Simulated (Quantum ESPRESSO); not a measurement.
Runs of Quantum ESPRESSO 7.5 on BN. The structure is cubic, space group F-43m (No. 216). The conventional cell has a = 3.626 Å, b = 3.626 Å, c = 3.626 Å, α = 90.00°, β = 90.00°, γ = 90.00°. N (site symmetry -43m) is surrounded by 4 B at 1.57 Å. B (site symmetry -43m) is surrounded by 4 N at 1.57 Å. The cell is a database's computed one.

```csv
task,level,potentials or basis,k mesh,cutoff (eV),smearing,dos occupations,form of the LDA correlation,gap on the mesh (eV),pressure (GPa)
density of states,PBEsol,GBRV 1.5 PBEsol,13 × 13 × 13,612,gaussian 0.136 eV,tetrahedra_opt,-,4.35,(b)
band structure,PBE,PseudoDojo 0.4.1 SR PBE standard,13 × 13 × 13,1143,fermi-dirac 0.05 eV,-,-,4.60,-0.8
dielectric tensor,LDA,GBRV 1.5 LDA,"10 × 10 × 10, shifted",612,fermi-dirac 0.05 eV,-,PZ81,-,-12.9
single point,PBE,SG15 PBE 1.2,8 × 8 × 8,1197,fermi-dirac 0.05 eV,-,-,4.53,(a)
```

Alike in all rows: no spin polarisation; cell as given.

Question: Fill in the values left out.

Answer: (a) -1.5; (b) -5.8.

Caveats: an odd mesh through Γ misses points on the zone boundary, where band edges often lie (some runs); the cell is more than 3 GPa from zero pressure, which shifts response properties (some runs).

Not every run made on this cell is shown here.
